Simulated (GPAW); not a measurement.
The system is Pd.

```xyz
1
Lattice="0.0000 1.9465 1.9465 1.9465 0.0000 1.9465 1.9465 1.9465 0.0000" Properties=species:S:1:pos:R:3 pbc="T T T"
Pd    0.0000    0.0000    0.0000
```

Base run:

```yaml
Program: GPAW 26.7.0
Functional: PBE
Potentials_or_basis: GPAW PAW data sets (gpaw-data 1.2.1), other valence
Cutoff: 500 eV
Basis: pw
k_mesh: 9 × 9 × 9
Occupations: fermi-dirac, width 0.01 eV
Spin: no spin polarisation
```

Its results: pressure 7.4 GPa.

Question: The run is repeated on the same cell with these changes: potentials or basis from GPAW PAW data sets (gpaw-data 1.2.1), other valence to PAW data sets generated in the run's folder for this functional; cutoff from 500 eV to 600 eV; occupations from fermi-dirac, width 0.01 eV to fermi-dirac, width 0.05 eV; valence electrons from 10 to 16. What comes out?

Answer: Pressure 6.7 GPa.

Caveats: the cutoff is short for stress and forces, so pressures can be off by a GPa or more (some runs).

Not every run made on this cell is shown here.
